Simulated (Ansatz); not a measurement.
Input and command of a plane-wave DFT calculation in Ansatz:

```yaml
crystal:
  lattice:
    - [4.3708489814, -0.0190958782, 0.0553702386]
    - [0.0190958782, -4.2749792681, -0.0001788364]
    - [-0.0553702386, -0.0001788364, -4.3639887299]
  atoms:
    - { symbol: Si, position: [-0.008658736, 0.4973938222, 0.5023847005] }
    - { symbol: Si, position: [0.5019668198, 0.002814988, 0.4975271928] }
    - { symbol: Si, position: [0.5061441793, 0.4989361863, -0.0098749333] }
    - { symbol: Si, position: [0.0041210674, 0.0038689317, 0.0029486814] }
    - { symbol: C, position: [0.7465833442, 0.754693147, 0.7473216451] }
    - { symbol: C, position: [0.2550926729, 0.244805118, 0.7599716563] }
    - { symbol: C, position: [0.2583587779, 0.7481457713, 0.2564947004] }
    - { symbol: C, position: [0.7363918744, 0.2493420355, 0.2432263568] }
basis:
  ecutwfc: 420
kpoints:
  mp_grid: { grid: [6, 6, 6] }
hamiltonian:
  xc: pbe
scf:
  occupations: { method: gaussian, width: 0.05 }
output:
  forces: true
  stress: true
  eigenvalues: true
  write_density: true
  write_potential: true
  elf: true
  volumetric_format: npy
```

```bash
ansatz run input.yaml --threads 1 --pin off --max-ram 2560MiB --backend cpu --events-out ev --progress --plain --runs-dir out
```

Processor: Intel(R) Xeon(R) Processor @ 2.70GHz, 1 thread, on a host shared with other jobs.

Q: Estimate time, memory and problem size.

A: About 32 s on 1 thread of Intel(R) Xeon(R) Processor @ 2.70GHz (shared host), peak memory 0.46 GiB. It solves 24 bands at 112 k points (the mesh reduced by symmetry) with about 1589 plane waves, in 6 SCF iterations.
